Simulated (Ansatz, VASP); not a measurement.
# LiSe4 in VASP and in Ansatz

```xyz
5
Lattice="3.7543 -4.7197 0.0000 3.7543 4.7197 0.0000 0.0000 0.0000 4.3351" Properties=species:S:1:pos:R:3 pbc="T T T"
Li    0.0000    0.0000    0.0000
Se    3.7543   -1.1047    0.0000
Se    3.7543    1.1047    0.0000
Se    6.3354    0.0000    2.1675
Se    1.1732    0.0000    2.1675
```

Change from the starting cell: ordered vacancies on the cation sites of rutile (Cmmm, No. 65).

Alike in both runs: functional PBE; k mesh 4 × 4 × 4; occupations gaussian, width 0.1 eV; no spin polarisation.

Ansatz relaxed the structure, and its values are those at the end. VASP's run is a single point on that final structure, the one shown.

|  | VASP | Ansatz |
| --- | --- | --- |
| version | VASP 6.6.1 | Ansatz 0.2.0 |
| potentials or method | VASP PAW PBE potentials, release 64 (Li_sv, Se) | scalar-relativistic, plane waves, PAW |
| plane-wave cutoff (eV) | 520 | 420 |
| valence electrons in the cell | 27 | 67 |

```tsv
	VASP	Ansatz	Ansatz less VASP
gap on the k mesh at the Fermi level (eV)	none	none	-
rms of the force components (eV/Å)	0.029	0.006	-0.0225
```

A gap of «none» marks a metal or a gap that the smearing closes. The two sets of potentials don't hold the same shells in valence.

Caveats: the k mesh is coarse (spacing up to 0.36 Å⁻¹), so the values aren't converged.
